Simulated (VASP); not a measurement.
Input of a VASP 6.6.1 run:

File INCAR:

```
SYSTEM = C
PREC = Accurate
ENCUT = 520
EDIFF = 1E-7
ISMEAR = 0
SIGMA = 0.015
LREAL = .False.
LASPH = .True.
NELM = 100
ALGO = Fast
ISIF = 2
LWAVE = .False.
LCHARG = .False.
GGA = PE
```

Contents of KPOINTS:

```
regular mesh
0
Gamma
  12 12 4
  0 0 0
```

POSCAR

```
C
1.0
    2.5221000000      0.0000000000      0.0000000000
   -1.2610500000      2.1842026709      0.0000000000
    0.0000000000      0.0000000000      8.2371000000
C
8
Direct
    0.6666666667      0.3333333333      0.8437500000
    0.3333333333      0.6666666667      0.3437500000
    0.6666666667      0.3333333333      0.6562500000
    0.3333333333      0.6666666667      0.1562500000
    0.0000000000      0.0000000000      0.9062500000
    0.0000000000      0.0000000000      0.4062500000
    0.0000000000      0.0000000000      0.5937500000
    0.0000000000      0.0000000000      0.0937500000
```

Potentials or basis: VASP PAW PBE potentials, release 64 (C).

Run with:

```console
$ cat potpaw_PBE.64/C/POTCAR > POTCAR
$ mpirun -np 1 vasp_std > vasp.out
```

Q: Estimate the pressure.

A: 2.9 GPa.

Q: Estimate the largest force.

A: 0.329 eV/Å.

Stress tensor (GPa, compression positive):
```
-1.17  0.00  0.00
 0.00 -1.17  0.00
 0.00  0.00 11.13
```
